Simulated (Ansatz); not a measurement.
**LiNbO3: do energies and stresses tell the same story?**

The calculation used DFT r2SCAN, scalar-relativistic, plane waves, PAW (Ansatz).

Cutoff 500 eV; k points 6×6×6 on the computed 10-atom cell (Γ-centred); Gaussian smearing, width 0.02 eV; no spin polarisation.

Relaxed cell: R3c, a = 5.138 Å, b = 5.138 Å, c = 13.884 Å, α = 90.00°, β = 90.00°, γ = 120.00°, 10 atoms in the primitive cell.

Energies at zero smearing and pressures from the stress tensor, at volumes with shape and atoms relaxed:
```json
{"V (Å³/atom)": "9.944", "E − E(first) (meV/atom)": "0.00", "P (GPa)": "8.42"}
{"V (Å³/atom)": "10.261", "E − E(first) (meV/atom)": "-12.02", "P (GPa)": "3.85"}
{"V (Å³/atom)": "10.579", "E − E(first) (meV/atom)": "-15.73", "P (GPa)": "0.03"}
{"V (Å³/atom)": "10.896", "E − E(first) (meV/atom)": "-12.51", "P (GPa)": "-3.16"}
{"V (Å³/atom)": "11.213", "E − E(first) (meV/atom)": "-3.70", "P (GPa)": "-5.65"}
```

Q: Check P = −dE/dV between neighbouring volumes, and get the bulk modulus from the pressures alone.

A: With 1 eV/Å³ = 160.2 GPa:
```tsv
middle V (Å³/atom)	−ΔE/ΔV (GPa)	mean P (GPa)
10.103	6.069	6.132
10.420	1.870	1.938
10.737	-1.621	-1.564
11.055	-4.450	-4.405
```

The two differ by 0.07 GPa at most. The mean of two end pressures misses the average over a step by about ΔV² P″/12, up to 0.07 GPa here; with that taken off 0.02 GPa remains. Around V = 10.579 Å³/atom, the two neighbours give B = −V ΔP/ΔV = 10.579 × 7.00 / 0.635 = 116.7 GPa, against B0 = 115.2 GPa from the Birch–Murnaghan fit of the energies.

Cost: 6 runs of about 39 core-minutes in all, on Intel Xeon Processor @ 2.50GHz (Skylake/Cascade Lake) (shared hosts).